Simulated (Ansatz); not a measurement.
Given:

LiI:
```xyz
2
Lattice="0.0000 2.9022 2.9022 2.9022 0.0000 2.9022 2.9022 2.9022 0.0000" Properties=species:S:1:pos:R:3 pbc="T T T"
Li     0.0000     0.0000     0.0000
I      2.9022     2.9022     2.9022
```

This is the LDA-relaxed structure.

All from DFT-LDA in the program Ansatz with PAW potentials, unless another level is named. Predict the Poisson's ratio.

0.23.

Predict the elastic constants (relaxed ions, GPa).

C11 = 48.9, C12 = 14.2, C44 = 16.9.

And the zero-point energy?

25.4 meV/atom.

Next, the highest zone-centre frequency (without LO–TO term)?

170 cm^-1.

Space group Fm-3m (rock salt). Symmetry was held in the LDA relaxation; phonons on a q-mesh show no instability. Spin–orbit coupling is left out wherever it is not named.

Potentials: the later of the program's two PAW sets.
